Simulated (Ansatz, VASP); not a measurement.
# Two plane-wave programs on ScAl

```
CELL_PARAMETERS angstrom
3.34440 0.00000 0.00000
0.00000 3.34440 0.00000
0.00000 0.00000 3.34440
ATOMIC_POSITIONS crystal
Sc 0.50000 0.50000 0.50000
Al 0.00000 0.00000 0.00000
```

Alike in both runs: task single point; functional PBEsol; k mesh 16 × 16 × 16; occupations gaussian, width 0.1 eV; no spin polarisation.

|  | VASP | Ansatz |
| --- | --- | --- |
| version | VASP 6.6.1 | Ansatz 0.2.0 |
| potentials or method | VASP PAW PBE potentials, release 64 (Sc_sv, Al) | scalar-relativistic, plane waves, PAW |
| plane-wave cutoff (eV) | 520 | 420 |
| valence electrons in the cell | 14 | 14 |

VASP gave:

| Property | Result |
| --- | --- |
| gap on the k mesh at the Fermi level (eV) | none |
| pressure (GPa) | 0.2 |

Task: What did Ansatz give for the same quantities?

Result: gap on the k mesh at the Fermi level (eV): none; pressure (GPa): 0.0.

A gap of «none» marks a metal or a gap that the smearing closes.

Caveats: the PAW data sets were made with another functional, which shifts forces and pressure a little (VASP).
